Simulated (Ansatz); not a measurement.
Hg: parities and Z2 indices, calculated with Ansatz

Space group Im-3m (No. 229), 1 atom in the cell of the first input below: a = 3.263 Å, b = 3.263 Å, c = 3.263 Å, α = 109.47°, β = 109.47°, γ = 109.47°.

The structure type may not be the element's ambient one, relaxed without spin–orbit coupling to zero pressure (pressure 0.0 GPa with this functional, without spin–orbit coupling). Functional: r2SCAN.

Input:

```yaml
crystal:
  lattice:
    - [-1.8836423844, 1.8836423844, 1.8836423844]
    - [1.8836423844, -1.8836423844, 1.8836423844]
    - [1.8836423844, 1.8836423844, -1.8836423844]
  atoms:
    - { symbol: Hg, position: [0.0, 0.0, 0.0] }
basis:
  ecutwfc: 500
  ecutrho_ratio: 4
kpoints:
  mp_grid: { grid: [8, 8, 8] }
hamiltonian:
  xc: r2scan
scf:
  occupations: { method: gaussian, width: 0.05 }
output:
  forces: true
  stress: true
  eigenvalues: true
  populations: true
  topological_invariants: true
magnetization:
  noncollinear: true
  spin_orbit: true
```

```bash
ansatz run input.yaml --threads 4 --pin off --max-ram 9216MiB --backend cpu --events-out ev --progress --plain --runs-dir out
```

Time: 34 s on 4 threads of Intel(R) Xeon(R) Processor @ 2.70GHz, on a shared host, peak memory 0.68 GiB.

Without spin–orbit coupling the gap on a 12×12×12 mesh is 0.00 eV (the bands touch or overlap there). With it, in a separate run (self-consistent on 10×10×10), the bands overlap in energy by 3.23 eV (an overlap on a mesh is a lower bound, as the extrema may lie between its points). The indices are those of the lowest 20 bands, and their direct separation from the next band is open.

Odd-parity bands among them at the eight time-reversal-invariant momenta (inversion centre at 0.000 0.000 0.000):

```csv
k,odd bands
0.0 0.0 0.0,6
0.0 0.0 0.5,6
0.0 0.5 0.0,6
0.0 0.5 0.5,6
0.5 0.0 0.0,6
0.5 0.0 0.5,6
0.5 0.5 0.0,6
0.5 0.5 0.5,6
```

What are the Z2 indices by the rule of Fu and Kane?

Each Kramers pair counts once, so δ = (−1)^(odd bands / 2): −, −, −, −, −, −, −, −. The product of all eight gives ν0, the products over the planes k_i = 1/2 the weak indices: (0;000). The Wilson-loop planes give (0;000).

The cell is scaled in volume by 1.05 with the atoms carried along. Do the indices change?

No.

```tsv
volume ratio	pressure with spin–orbit coupling (GPa)	smallest direct separation sampled (eV)	at k	separation	Z2
1.00	-0.8	0.325	-0.50 -0.50 -0.50	open	(0;000)
1.05	-1.7	0.690	-0.50 -0.50 -0.50	open	(0;000)
```

Caveats: Z2 indices don't see topology that rests on crystal symmetry, and an even number of inversions cancels; bands overlap in energy, so the bands counted are not the filled states; the k-mesh was not tested.

The trivial indices follow from the absence of any change in parity count across the zone: all eight momenta carry 6 odd bands. This is the pattern expected from atomic shells, with the odd states probably the 5p semicore set and the even ones 5s, 5d and 6s. The overlap of 3.23 eV fits a divalent metal whose broad 6s and 6p bands cross in energy at different momenta.

The smallest sampled separation lies at the zone-boundary point H and widens from 0.325 to 0.690 eV on expansion. This suggests an s-like state below a p-like one. At H the s combination is antibonding between nearest neighbours and the p combination bonding, so weaker overlap lowers the first and raises the second, towards the atomic order. Expansion therefore moves the crystal away from an s–p inversion. Compression should do the opposite, and since H is a single invariant momentum, exchanging one Kramers pair of opposite parity there would switch the strong index; the volumes computed don't test that side.
